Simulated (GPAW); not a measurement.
Crystal: Ta.

```
Ta
1.0
     2.82214    0.00000    0.00000
    -1.04199    2.67104    0.00000
    -0.92489   -1.30946    2.38730
Ta
1
Direct
  0.00000 0.00000 0.00000
```

The cell isn't the ideal one: cell sheared at random, sigma 0.03, atoms nudged by 0.01 Å.

* Program: GPAW 26.7.0
* Task: relaxation of cell and atoms
* Functional: PBE
* Dispersion: D3(BJ)
* Potentials or basis: GPAW PAW data sets (gpaw-data 1.2.1)
* Cutoff: 600 eV
* Basis: pw
* k mesh: 7 × 7 × 7
* Occupations: fermi-dirac, width 0.05 eV
* Spin: no spin polarisation

At the start: pressure -1.7 GPa; volume 18.00 Å³/atom.

Q: How do energy, volume and symmetry change on relaxing?

A: Over 6 steps the energy falls by 21.0 meV/atom and the volume is 17.84 Å³/atom (-0.9 %); space group Im-3m (No. 229, to 0.05 Å).

The path:
```tsv
step	energy change (eV)	largest force (eV/Å)	pressure (GPa)	volume (Å³)
1	0.0000	0.0000	-1.68	18.00
2	-0.0085	0.0000	-0.10	17.85
3	-0.0169	0.0000	2.01	17.68
4	-0.0201	0.0000	0.36	17.80
5	-0.0207	0.0000	0.03	17.83
6	-0.0210	0.0000	-0.10	17.84
```

Final structure:
```xyz
1
Lattice="2.8506 0.0546 0.0204 -1.0005 2.6696 -0.0218 -0.9420 -1.3493 2.3282" Properties=species:S:1:pos:R:3 pbc="T T T"
Ta    0.0000    0.0000    0.0000
```

Caveat: the k mesh is coarse (spacing up to 0.39 Å⁻¹), so the values aren't converged; later steps reuse the first step's grids; pairwise dispersion overbinds metals, which lowers pressure and volume.
